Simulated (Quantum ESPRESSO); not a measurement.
# AlN (P6_3mc) in Quantum ESPRESSO: further runs, part 2 of 2

Quantum ESPRESSO 7.5. Earlier steps stand in the parts before.

## 3. Phonons, LDA

File pw.in:

```
&CONTROL
  calculation = 'scf'
  prefix = 'pwscf'
  outdir = './tmp'
  pseudo_dir = './pseudo'
  tprnfor = .true.
  tstress = .true.
  disk_io = 'low'
/
&SYSTEM
  ibrav = 0
  nat = 4
  ntyp = 2
  ecutwfc = 45
  ecutrho = 360
  nbnd = 14
  occupations = 'smearing'
  smearing = 'fd'
  degauss = 0.00367493
/
&ELECTRONS
  conv_thr = 8d-10
  electron_maxstep = 120
  mixing_beta = 0.5
/
ATOMIC_SPECIES
Al    26.9815 al_lda_v1.uspp.F.UPF
N     14.0070 n_lda_v1.2.uspp.F.UPF
CELL_PARAMETERS angstrom
   3.1130000000    0.0000000000    0.0000000000
  -1.5565000000    2.6959370820    0.0000000000
   0.0000000000    0.0000000000    4.9810000000
ATOMIC_POSITIONS crystal
Al     0.6666666667    0.3333333333    0.5000000000
Al     0.3333333333    0.6666666667    0.0000000000
N      0.6666666667    0.3333333333    0.8800000000
N      0.3333333333    0.6666666667    0.3800000000
K_POINTS automatic
6 6 4 0 0 1
```

File relax.in:

```
&CONTROL
  calculation = 'vc-relax'
  prefix = 'pwscf'
  outdir = './tmp'
  pseudo_dir = './pseudo'
  tprnfor = .true.
  tstress = .true.
  disk_io = 'low'
  nstep = 40
  forc_conv_thr = 0.0001
  etot_conv_thr = 1d-06
/
&SYSTEM
  ibrav = 0
  nat = 4
  ntyp = 2
  ecutwfc = 45
  ecutrho = 360
  nbnd = 14
  occupations = 'smearing'
  smearing = 'fd'
  degauss = 0.00367493
/
&ELECTRONS
  conv_thr = 8d-10
  electron_maxstep = 120
  mixing_beta = 0.5
/
&IONS
  ion_dynamics = 'bfgs'
/
&CELL
  cell_dynamics = 'bfgs'
  press = 0
  press_conv_thr = 0.2
/
ATOMIC_SPECIES
Al    26.9815 al_lda_v1.uspp.F.UPF
N     14.0070 n_lda_v1.2.uspp.F.UPF
CELL_PARAMETERS angstrom
   3.1130000000    0.0000000000    0.0000000000
  -1.5565000000    2.6959370820    0.0000000000
   0.0000000000    0.0000000000    4.9810000000
ATOMIC_POSITIONS crystal
Al     0.6666666667    0.3333333333    0.5000000000
Al     0.3333333333    0.6666666667    0.0000000000
N      0.6666666667    0.3333333333    0.8800000000
N      0.3333333333    0.6666666667    0.3800000000
K_POINTS automatic
6 6 4 0 0 1
```

File scf2.in:

```
&CONTROL
  calculation = 'scf'
  prefix = 'pwscf'
  outdir = './tmp'
  pseudo_dir = './pseudo'
  tprnfor = .true.
  tstress = .true.
  disk_io = 'low'
/
&SYSTEM
  ibrav = 0
  nat = 4
  ntyp = 2
  ecutwfc = 45
  ecutrho = 360
  nbnd = 14
  occupations = 'fixed'
/
&ELECTRONS
  conv_thr = 1d-13
  electron_maxstep = 120
  mixing_beta = 0.5
  startingpot = 'file'
  startingwfc = 'file'
/
ATOMIC_SPECIES
Al    26.9815 al_lda_v1.uspp.F.UPF
N     14.0070 n_lda_v1.2.uspp.F.UPF
CELL_PARAMETERS angstrom
   3.0925842303    0.0000000000    0.0000000000
  -1.5462921152    2.6782565068    0.0000000000
   0.0000000000    0.0000000000    4.9528836390
ATOMIC_POSITIONS crystal
Al     0.6666666667    0.3333333333    0.4991181566
Al     0.3333333333    0.6666666667   -0.0008818434
N      0.6666666667    0.3333333333    0.8808818434
N      0.3333333333    0.6666666667    0.3808818434
K_POINTS automatic
6 6 4 0 0 1
```

File ph.in:

```
phonons of AlN
&INPUTPH
  prefix = 'pwscf'
  outdir = './tmp'
  tr2_ph = 1d-16
  fildyn = 'dyn'
  niter_ph = 60
  alpha_mix(1) = 0.7
  epsil = .true.
/
0.0000000000 0.0000000000 0.0000000000
```

File dynmat.in:

```
&INPUT
  fildyn = 'dyn'
  asr = 'crystal'
  lperm = .true.
  filout = 'dynmat.disp'
  fileig = 'dynmat.eig'
/
```

File dynmat_lo.in:

```
&INPUT
  fildyn = 'dyn'
  asr = 'crystal'
  filout = 'dynmat_lo.disp'
  fileig = 'dynmat_lo.eig'
  q(1) = 0
  q(2) = 0
  q(3) = 1
/
```

Potentials or basis: GBRV 1.5 LDA.

On the command line:

```console
> OMP_NUM_THREADS=1 pw.x -in pw.in > pw.out
> OMP_NUM_THREADS=1 pw.x -in relax.in > relax.out
> OMP_NUM_THREADS=1 pw.x -in scf2.in > scf2.out
> OMP_NUM_THREADS=1 ph.x -in ph.in > ph.out
> OMP_NUM_THREADS=1 dynmat.x -in dynmat.in > dynmat.out
> OMP_NUM_THREADS=1 dynmat.x -in dynmat_lo.in > dynmat_lo.out
```

pw.out:

```text
This program is part of the open-source Quantum ESPRESSO suite
     for quantum simulation of materials; please cite
[... 9 lines left out ...]
     --------------------
     sticks:   dense  smooth     PW     G-vecs:    dense   smooth      PW
     Sum         847     433    127                32547    11561    1961

     Using Slab Decomposition

     bravais-lattice index     =            0
     lattice parameter (alat)  =       5.8827  a.u.
     unit-cell volume          =     282.0993 (a.u.)^3
     number of atoms/cell      =            4
     number of atomic types    =            2
     number of electrons       =        16.00
     number of Kohn-Sham states=           14
     kinetic-energy cutoff     =      45.0000  Ry
     charge density cutoff     =     360.0000  Ry
     scf convergence threshold =      8.0E-10
     mixing beta               =       0.5000
     number of iterations used =            8  plain     mixing
     Exchange-correlation= SLA  PZ   NOGX NOGC
                           (   1   1   0   0   0   0   0)

     celldm(1)=   5.882717  celldm(2)=   0.000000  celldm(3)=   0.000000
     celldm(4)=   0.000000  celldm(5)=   0.000000  celldm(6)=   0.000000

     crystal axes: (cart. coord. in units of alat)
               a(1) = (   1.000000   0.000000   0.000000 )
               a(2) = (  -0.500000   0.866025   0.000000 )
               a(3) = (   0.000000   0.000000   1.600064 )

     reciprocal axes: (cart. coord. in units 2 pi/alat)
               b(1) = (  1.000000  0.577350 -0.000000 )
               b(2) = (  0.000000  1.154701  0.000000 )
               b(3) = (  0.000000 -0.000000  0.624975 )

     PseudoPot. # 1 for Al read from file:
     al_lda_v1.uspp.F.UPF
     Pseudo is Ultrasoft + core correction, Zval =  3.0
     Generated by new atomic code, or converted to UPF format
     Using radial grid of  893 points,  3 beta functions with:
                l(1) =   0
                l(2) =   1
                l(3) =   2
     Q(r) pseudized with  8 coefficients,  rinner =    0.900   0.900   0.900
                                                       0.900   0.900

     PseudoPot. # 2 for N  read from file:
     n_lda_v1.2.uspp.F.UPF
     Pseudo is Ultrasoft + core correction, Zval =  5.0
     Generated by new atomic code, or converted to UPF format
     Using radial grid of  729 points,  4 beta functions with:
                l(1) =   0
                l(2) =   0
                l(3) =   1
                l(4) =   1
[... 20 lines left out ...]
        k(    3) = (   0.0000000   0.1924501   0.0781219), wk =   0.1666667
        k(    4) = (   0.0000000   0.1924501   0.2343656), wk =   0.1666667
        k(    5) = (   0.0000000   0.3849002   0.0781219), wk =   0.1666667
        k(    6) = (   0.0000000   0.3849002   0.2343656), wk =   0.1666667
        k(    7) = (   0.0000000  -0.5773503   0.0781219), wk =   0.0833333
        k(    8) = (   0.0000000  -0.5773503   0.2343656), wk =   0.0833333
        k(    9) = (   0.1666667   0.2886751   0.0781219), wk =   0.1666667
        k(   10) = (   0.1666667   0.2886751   0.2343656), wk =   0.1666667
        k(   11) = (   0.1666667   0.4811252   0.0781219), wk =   0.3333333
        k(   12) = (   0.1666667   0.4811252   0.2343656), wk =   0.3333333
        k(   13) = (   0.3333333   0.5773503   0.0781219), wk =   0.0555556
        k(   14) = (   0.3333333   0.5773503   0.2343656), wk =   0.0555556

     Dense  grid:    32547 G-vectors     FFT dimensions: (  36,  36,  60)

     Smooth grid:    11561 G-vectors     FFT dimensions: (  25,  25,  48)

     Initial potential from superposition of free atoms

     starting charge      15.9956, renormalised to      16.0000
     Starting wfcs are   16 randomized atomic wfcs

     Self-consistent Calculation

     iteration #  1     ecut=    45.00 Ry     beta= 0.50
     Davidson diagonalization with overlap
     ethr =  1.00E-02,  avg # of iterations =  3.7

     total energy              =     -53.67491772 Ry
     estimated scf accuracy    <       1.21817368 Ry
[... 57 lines left out ...]
     iteration # 10     ecut=    45.00 Ry     beta= 0.50
     Davidson diagonalization with overlap
     ethr =  1.68E-11,  avg # of iterations =  1.9

     End of self-consistent calculation

          k = 0.0000 0.0000 0.0781 (  1442 PWs)   bands (ev):

    -8.1895  -6.1293   0.9494   5.9852   5.9852   6.4606   6.6106   6.6106
    11.3102  13.3438  17.1532  17.6855  17.6855  19.1183
[... 23 lines left out ...]
    -6.5570  -5.9847   1.8037   2.3719   4.5039   5.3031   5.7699   5.8069
    12.3011  13.0323  15.7444  16.6025  17.8976  18.5845

          k = 0.0000-0.5774 0.0781 (  1428 PWs)   bands (ev):

    -6.1675  -5.4923   1.2027   2.3782   3.6421   4.7349   5.2073   6.0645
    12.2004  12.4976  15.2894  16.6143  17.6805  18.7988

          k = 0.0000-0.5774 0.2344 (  1448 PWs)   bands (ev):

    -5.9530  -5.6681   1.0026   1.4557   4.8608   5.0723   5.6156   5.7086
    11.6771  12.4115  15.6303  16.3344  17.9540  18.7729

          k = 0.1667 0.2887 0.0781 (  1441 PWs)   bands (ev):
[... 26 lines left out ...]
    -5.5948  -5.5948   2.0099   2.0099   2.4879   3.3678   5.7987   5.7987
    13.3624  14.6318  14.7473  14.7473  18.3920  18.3920

     the Fermi energy is     9.0029 ev

!    total energy              =     -54.04567171 Ry
     estimated scf accuracy    <          9.9E-11 Ry
     smearing contrib. (-TS)   =       0.00000000 Ry
     internal energy E=F+TS    =     -54.04567171 Ry

     The total energy is F=E-TS. E is the sum of the following terms:
     one-electron contribution =      -2.27091947 Ry
     hartree contribution      =      11.27240699 Ry
     xc contribution           =     -19.56071094 Ry
     ewald contribution        =     -43.48644828 Ry

     convergence has been achieved in  10 iterations

     Forces acting on atoms (cartesian axes, Ry/au):

     atom    1 type  1   force =     0.00000000    0.00000000   -0.00452263
     atom    2 type  1   force =     0.00000000   -0.00000000   -0.00452263
     atom    3 type  2   force =     0.00000000    0.00000000    0.00452263
     atom    4 type  2   force =     0.00000000    0.00000000    0.00452263

     Total force =     0.009045     Total SCF correction =     0.000001

     Computing stress (Cartesian axis) and pressure

          total   stress  (Ry/bohr**3)                   (kbar)     P=      -38.04
  -0.00029929  -0.00000000   0.00000000          -44.03       -0.00        0.00
  -0.00000000  -0.00029929   0.00000000           -0.00      -44.03        0.00
   0.00000000   0.00000000  -0.00017727            0.00        0.00      -26.08

=------------------------------------------------------------------------------=
   JOB DONE.
=------------------------------------------------------------------------------=
```

Wall time 1.8 min (1 thread of Intel Xeon Platinum 8259CL at 2.50GHz (Skylake/Cascade Lake), shared host); peak memory 0.08 GiB.

What came out:

```
Free energy                                             : -735.3390 eV
Relaxed volume                                          : 10.26 Å³/atom
Relaxed cell                                            : a = 3.093 Å, b = 3.093 Å, c = 4.953 Å, α = 90.00°, β = 90.00°, γ = 120.00°
Space group after relaxing (to 0.05 Å)                  : P6_3mc (No. 186)
Pressure after relaxing                                 : 0.0 GPa
Electronic dielectric tensor (diagonal)                 : 4.48, 4.48, 4.64
Born charges (mean of the diagonal)                     : Al +2.58; N -2.59 e
Highest phonon frequency at Γ, LO-TO splitting left out : 731 cm⁻¹
Static dielectric tensor (diagonal)                     : 8.07, 8.07, 9.45
```

Step by step:
```
step  energy change (eV)  largest force (eV/Å)  pressure (GPa)  volume (Å³)
   1              0.0000                0.1163           -3.80        41.80
   2             -0.0103                0.0260            0.17        41.00
   3             -0.0104                0.0183            0.00        41.03
   4             -0.0104                0.0048           -0.07        41.04
   5             -0.0104                0.0001           -0.03        41.03
   6             -0.0104                0.0001            0.00        41.02
```

Final structure:
```
Al N
1.0
     3.09258    0.00000    0.00000
    -1.54629    2.67826    0.00000
     0.00000    0.00000    4.95288
Al N
2 2
Cartesian
  1.5463 0.8928 2.4721
  0.0000 1.7855 -0.0044
  1.5463 0.8928 4.3629
  0.0000 1.7855 1.8865
```

Phonon frequencies in cm⁻¹ (negative: imaginary):
```tsv
q point	frequencies
(0.000, 0.000, 0.000)	-11 -11 -9 238 238 554 625 670 670 681 681 731
```

Electronic dielectric tensor:
```
4.48 0.00 0.00
0.00 4.48 0.00
0.00 0.00 4.64
```

Born effective charge tensors (e):
atom 1, Al
```
2.52 0.00 0.00
0.00 2.52 0.00
0.00 0.00 2.68
```
atom 2, Al
```
2.52 0.00 0.00
0.00 2.52 0.00
0.00 0.00 2.68
```
atom 3, N
```
-2.54  0.00  0.00
 0.00 -2.54  0.00
 0.00  0.00 -2.69
```
atom 4, N
```
-2.54  0.00  0.00
 0.00 -2.54  0.00
 0.00  0.00 -2.69
```

Optical modes at Γ, degenerate ones joined, polar ones without the macroscopic field:
```
cm⁻¹  components  symmetry     active in  IR intensity, summed ((D/Å)²/amu)
 238           2        E2         Raman                               0.00
 554           1        B1        silent                               0.00
 625           1        A1  IR and Raman                              36.08
 670           2        E2         Raman                               0.00
 681           2        E1  IR and Raman                              64.15
 731           1        B1        silent                               0.00
```

Zone-centre frequencies without and with the macroscopic field along z (cm⁻¹):
```tsv
	optical modes in rising order
without	238 238 554 625 670 670 681 681 731
with the field	238 238 554 670 670 681 681 731 891
```

Static dielectric tensor, electrons and zone-centre modes:
```
8.07 0.00 0.00
0.00 8.07 0.00
0.00 0.00 9.45
```
